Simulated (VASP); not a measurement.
# CuAu (P4/mmm) in VASP: notebook

One crystal, CuAu, is run at these levels: r2SCAN; tasks: single point, relaxation of cell and atoms.

All numbers are computed with VASP 6.6.1; they aren't measurements. Logs are shortened: lines on timing, memory, paths and dates and some standing lists are left out, and cuts for length are marked.

### 1 The crystal as given

The structure is tetragonal, space group P4/mmm (No. 123). The conventional cell has a = 2.817 Å, b = 2.817 Å, c = 3.659 Å, α = 90.00°, β = 90.00°, γ = 90.00°. Au (site symmetry 4/mmm) is surrounded by 8 Cu at 2.70 Å and 4 Au at 2.82 Å. Cu (site symmetry 4/mmm) has 8 Au at 2.70 Å and 4 Cu at 2.82 Å as nearest neighbours.

### 2 Single point, r2SCAN

Contents of POSCAR:

```
CuAu
1.0
    2.8174558734      0.0000000000      0.0000000000
    0.0000000000      2.8174558734      0.0000000000
    0.0000000000      0.0000000000      3.6594825537
Au Cu
1 1
Direct
    0.0000000000      0.0000000000      0.0000000000
    0.5000000000      0.5000000000      0.5000000000
```

Contents of INCAR.step1:

```
SYSTEM = CuAu
PREC = Accurate ; ENCUT = 520
ISMEAR = 1 ; SIGMA = 0.1892
LREAL = .False. ; LASPH = .True.
NELM = 100 ; NBANDS = 18
GGA = PE ; ALGO = Normal
EDIFF = 1E-4 ; LWAVE = .True.
LCHARG = .False.
```

Contents of INCAR.step2:

```
SYSTEM = CuAu
PREC = Accurate ; ENCUT = 520
EDIFF = 1E-6 ; ISMEAR = 1
SIGMA = 0.1892 ; LREAL = .False.
LASPH = .True. ; NELM = 100
ALGO = Normal ; ISIF = 2
LWAVE = .False. ; LCHARG = .False.
METAGGA = R2SCAN ; LMIXTAU = .True.
NBANDS = 18 ; ISTART = 1
```

Contents of KPOINTS:

```
regular mesh
0
Gamma
  11 11 9
  0 0 0
```

Potentials or basis: VASP PAW PBE potentials, release 64 (Au, Cu).

Run with:

```bash
> cat potpaw_PBE.64/Au/POTCAR potpaw_PBE.64/Cu/POTCAR > POTCAR
> cp INCAR.step1 INCAR
> mpirun -np 1 vasp_std > vasp.out
> cp INCAR.step2 INCAR
> mpirun -np 1 vasp_std > vasp.out
```

OUTCAR:

```text
SYSTEM = CuAu
   PREC = Accurate
   ENCUT = 520
   EDIFF = 1E-6
   ISMEAR = 1
   LREAL = .False.
   LASPH = .True.
   NELM = 100
   ISIF = 2
   METAGGA = R2SCAN
   ISTART = 1

 ion  position               nearest neighbor table
   1  0.000  0.000  0.000-   2 2.70   2 2.70   2 2.70   2 2.70   2 2.70   2 2.70   2 2.70   2 2.70

   2  0.500  0.500  0.500-   1 2.70   1 2.70   1 2.70   1 2.70   1 2.70   1 2.70   1 2.70   1 2.70

  LATTYP: Found a simple tetragonal cell.
 ALAT       =     2.8174558734
 C/A-ratio  =     1.2988606453

  Lattice vectors:

 A1 = (   2.8174558734,   0.0000000000,   0.0000000000)
 A2 = (   0.0000000000,   2.8174558734,   0.0000000000)
 A3 = (   0.0000000000,   0.0000000000,   3.6594825537)

Analysis of symmetry for initial positions (statically):
=====================================================================
 Subroutine PRICEL returns:
 Original cell was already a primitive cell.

 Routine SETGRP: Setting up the symmetry group for a
 simple tetragonal supercell.

 Subroutine GETGRP returns: Found 16 space group operations
 (whereof 16 operations were pure point group operations)
 out of a pool of 16 trial point group operations.

The static configuration has the point symmetry D_4h.

Analysis of symmetry for dynamics (positions and initial velocities):
=====================================================================
 Subroutine PRICEL returns:
 Original cell was already a primitive cell.

 Routine SETGRP: Setting up the symmetry group for a
 simple tetragonal supercell.

 Subroutine GETGRP returns: Found 16 space group operations
 (whereof 16 operations were pure point group operations)
 out of a pool of 16 trial point group operations.

The dynamic configuration has the point symmetry D_4h.

 Subroutine INISYM returns: Found 16 space group operations
 (whereof 16 operations are pure point group operations),
 and found     1 'primitive' translations

----------------------------------------------------------------------------------------

                                     Primitive cell

  volume of cell :      29.0492

  direct lattice vectors                    reciprocal lattice vectors
     2.817455873  0.000000000  0.000000000     0.354930137  0.000000000  0.000000000
     0.000000000  2.817455873  0.000000000     0.000000000  0.354930137  0.000000000
     0.000000000  0.000000000  3.659482554     0.000000000  0.000000000  0.273262677

  length of vectors
     2.817455873  2.817455873  3.659482554     0.354930137  0.354930137  0.273262677
[... 81 lines left out ...]
   EDIFF  = 0.1E-05   stopping-criterion for ELM
   LREAL  =      F    real-space projection
   EDIFFG = 0.1E-04   stopping-criterion for IOM
   NSW    =      0    number of steps for IOM
   IBRION =     -1    ionic relax: 0-MD 1-quasi-New 2-CG
   NFREE  =      0    steps in history (QN), initial steepest desc. (CG)
   ISIF   =      2    stress and relaxation
   ISYM   =      2    0-nonsym 1-usesym 2-fastsym
   POTIM  = 0.5000    time-step for ionic-motion
   TEBEG  =    0.0;   TEEND  =   0.0 temperature during run
   PSTRESS=    0.0 pullay stress
   NELECT =      22.0000    total number of electrons
   NUPDOWN=      -1.0000    fix difference up-down
   EMIN   =  10.00;   EMAX   =-10.00  energy-range for DOS
   EFERMI =   0.00;   METHOD = LEGACY
   ISMEAR =     1;   SIGMA  =   0.19  broadening in eV -4-tet -1-fermi 0-gaus
   EFERMI_NEDOS =   21; number of points for ismear=-14 and -15
   IALGO  =     38    algorithm
   IMIX   =      4    mixing-type and parameters
     AMIX     =   0.40;   BMIX     =  1.00
     AMIX_MAG =   1.60;   BMIX_MAG =  1.00
  volume/ion in A,a.u.               =      14.52        98.02
  Fermi-wavevector in a.u.,A,eV,Ry     =   1.492237  2.819919 30.297055  2.226771
  Thomas-Fermi vector in A             =   2.604790
   LORBIT       =      0    0 simple, 1 ext, 2 COOP (PROOUT), +10 PAW based schemes
   METAGGA = R2SCAN    functional components
   LHFCALC =     F    Hartree Fock is set to
   AEXX    =    0.0000 exact exchange contribution
   IVDW    =     0    specifies the selected vdW correction
   LEPSILON=     F    determine dielectric tensor
   LRPA    =     F    only Hartree local field effects (RPA)
 non-spin polarized calculation
 Methfessel and Paxton  Order N= 1 SIGMA  =   0.19
  energy-cutoff  :      520.00
  volume of cell :       29.05
 maximum number of plane-waves:       801
 NGX is ok and might be reduce to    24
   NGX = 11   NGY = 11   NGZ = 13

 number of electron      22.0000002 magnetization

 Free energy of the ion-electron system (eV)
  ---------------------------------------------------
  ext. energy  EPLUGINS =         0.00000000
  ---------------------------------------------------
  free energy    TOTEN  =       -61.54476261 eV

  energy without entropy =      -61.54535356  energy(sigma->0) =      -61.54495959

 E-fermi :   8.6770     XC(G=0): -13.6202

 val. band max:        8.6605673429   @ k =   0.2727   0.1818   0.4444
 cond. band min:       8.7169772040   @ k =   0.4545   0.4545   0.0000
 fundamental gap:      0.0564098611
 Fermi energy:         8.6769817784

 k-point     1 :       0.0000    0.0000    0.0000
  band No.  band energies     occupation
      1      -1.4612      2.00000
      2       1.6889      2.00000
      3       1.8833      2.00000
      4       4.3167      2.00000
      5       4.3167      2.00000
      6       5.3611      2.00000
[... 481 lines left out ...]
      5       4.4722      2.00000
      6       5.0649      2.00000
[... 10 lines left out ...]
     17      26.7216      0.00000
     18      27.8404      0.00000

 [... further k-points ...]

------------------------ aborting loop because EDIFF is reached ----------------------------------------

  FORCE on cell =-STRESS in cart. coord.  units (eV):
  Direction    XX          YY          ZZ          XY          YZ          ZX
  --------------------------------------------------------------------------------------
  -------------------------------------------------------------------------------------
  Total        0.0053131      0.0053131      0.0356700      0.0000000      0.0000000      0.0000000
  in kB        0.2930391      0.2930391      1.9673424      0.0000000      0.0000000      0.0000000
  external PRESSURE =       0.8511402 kB  Pullay stress =       0.0000000 kB

 VOLUME and BASIS-vectors are now :
 -----------------------------------------------------------------------------
  energy-cutoff  :      520.00
  volume of cell :       29.05
      direct lattice vectors                 reciprocal lattice vectors
     2.817455873  0.000000000  0.000000000     0.354930137  0.000000000  0.000000000
     0.000000000  2.817455873  0.000000000     0.000000000  0.354930137  0.000000000
     0.000000000  0.000000000  3.659482554     0.000000000  0.000000000  0.273262677

 POSITION                                       TOTAL-FORCE (eV/Angst)
 -----------------------------------------------------------------------------------
      0.00000      0.00000      0.00000         0.000000      0.000000      0.000000
      1.40873      1.40873      1.82974         0.000000      0.000000      0.000000
 -----------------------------------------------------------------------------------
    total drift:                                0.000000      0.000000     -0.000000

  FREE ENERGIE OF THE ION-ELECTRON SYSTEM (eV)
  ---------------------------------------------------
  free  energy   TOTEN  =       -61.5447626083 eV

  energy  without entropy=      -61.5453535628  energy(sigma->0) =      -61.54495959
```

OSZICAR.step1:

```text
N       E                     dE             d eps       ncg     rms          rms(c)
DAV:   1     0.128991266127E+03    0.12899E+03   -0.11076E+04  4116   0.173E+03
DAV:   2    -0.282837350139E+01   -0.13182E+03   -0.12359E+03  3844   0.297E+02
DAV:   3    -0.795569987147E+01   -0.51273E+01   -0.49837E+01  4458   0.686E+01
DAV:   4    -0.802923836688E+01   -0.73538E-01   -0.73477E-01  4732   0.677E+00
DAV:   5    -0.803116231622E+01   -0.19239E-02   -0.19239E-02  4836   0.113E+00    0.115E+01
DAV:   6    -0.747619755456E+01    0.55496E+00   -0.68512E+00  4084   0.701E+01    0.543E+00
DAV:   7    -0.712365751357E+01    0.35254E+00   -0.27096E+00  4578   0.744E+01    0.576E+00
DAV:   8    -0.705744507821E+01    0.66212E-01   -0.25045E-01  5208   0.121E+01    0.270E+00
DAV:   9    -0.705154542509E+01    0.58997E-02   -0.11647E-02  5726   0.159E+00    0.171E-01
DAV:  10    -0.705106830868E+01    0.47712E-03   -0.31181E-03  4456   0.136E+00    0.657E-02
DAV:  11    -0.705104693353E+01    0.21375E-04   -0.10512E-04  2284   0.272E-01
   1 F= -.70510469E+01 E0= -.70510323E+01  d E =-.439602E-04
```

Run time: 67 s. Hardware: 1 thread of Intel Xeon 6975P-C (Granite Rapids), shared host; peak memory 0.19 GiB.

Results:

```
Free energy            : -61.5448 eV
Pressure               : 0.1 GPa
Band gap on the k mesh : none (metal or under the smearing width)
```

Stress tensor (GPa, compression positive):
```
0.03 0.00 0.00
0.00 0.03 0.00
0.00 0.00 0.20
```

Caveat: the PAW data sets were made with another functional, which shifts forces and pressure a little. The run has no spin-orbit coupling, so splittings on Au are missing.

### 3 Relaxation of cell and atoms, r2SCAN

This run uses another cell than the first one, of 14.38 Å³/atom, 0.990 times its volume.

Contents of POSCAR:

```
CuAu
1.0
    2.7995675300      0.0000000000      0.0000000000
    0.0000000000      2.7995675300      0.0000000000
    0.0000000000      0.0000000000      3.6694331500
Au Cu
1 1
Direct
    0.0000000000      0.0000000000      0.0000000000
    0.5000000000      0.5000000000      0.5000000000
```

Contents of INCAR.step1:

```
SYSTEM = CuAu
PREC = Accurate
ENCUT = 600
ISMEAR = 1
SIGMA = 0.1892
LREAL = .False.
LASPH = .True.
NELM = 60
GGA = PE
ALGO = Normal
EDIFF = 1E-4
LWAVE = .True.
LCHARG = .False.
```

Contents of INCAR.step2:

```
SYSTEM = CuAu
PREC = Accurate
ENCUT = 600
EDIFF = 1E-6
ISMEAR = 1
SIGMA = 0.1892
LREAL = .False.
LASPH = .True.
NELM = 60
ALGO = Normal
ISIF = 3
LWAVE = .False.
LCHARG = .False.
METAGGA = R2SCAN
LMIXTAU = .True.
IBRION = 2
NSW = 60
EDIFFG = -0.03
ISTART = 1
```

Contents of KPOINTS:

```
Automatic mesh
0
Gamma
  11 11 9
  0 0 0
```

Potentials or basis: VASP PAW PBE potentials, release 64 (Au, Cu).

Run with:

```bash
> cat potpaw_PBE.64/Au/POTCAR potpaw_PBE.64/Cu/POTCAR > POTCAR
> cp INCAR.step1 INCAR
> mpirun -np 1 vasp_std > vasp.out
> cp INCAR.step2 INCAR
> mpirun -np 1 vasp_std > vasp.out
```

It took 3 min on 1 thread of Intel Xeon 6975P-C (Granite Rapids), shared host; peak memory 0.2 GiB.

The run converged. Its results:

| Quantity | Value |
| --- | --- |
| Free energy | -61.5446 eV |
| Relaxed volume | 14.58 Å³/atom |
| Relaxed cell | a = 2.813 Å, b = 2.813 Å, c = 3.684 Å, α = 90.00°, β = 90.00°, γ = 90.00° |
| Space group after relaxing (to 0.05 Å) | P4/mmm (No. 123) |
| Energy gained by relaxing | 1.3 meV/atom |
| Ionic steps | 3 |
| Pressure after relaxing | 0.0 GPa |
| Band gap on the k mesh | none (metal or under the smearing width) |

Stress tensor (GPa, compression positive):
```
 0.03  0.00  0.00
 0.00  0.03  0.00
 0.00  0.00 -0.09
```

Step by step:
```
step  energy change (eV)  largest force (eV/Å)  pressure (GPa)  volume (Å³)
   1              0.0000                0.0000            1.91        28.76
   2             -0.0007                0.0000           -1.79        29.48
   3             -0.0026                0.0000           -0.01        29.16
```

Final structure:
```
Au Cu
1.0
     2.81328    0.00000    0.00000
     0.00000    2.81328    0.00000
     0.00000    0.00000    3.68442
Au Cu
1 1
Cartesian
  0.0000 0.0000 0.0000
  1.4066 1.4066 1.8422
```

Levels at points of the mesh, in eV from the Fermi level:
| k point | band 9 | band 10 | band 11 | band 12 | band 13 | band 14 |
| --- | --- | --- | --- | --- | --- | --- |
| (0.00, 0.00, 0.00) | -1.86 | -1.62 | -1.62 | 2.21 | 8.39 | 10.47 |

Caveat: the PAW data sets were made with another functional, which shifts forces and pressure a little.
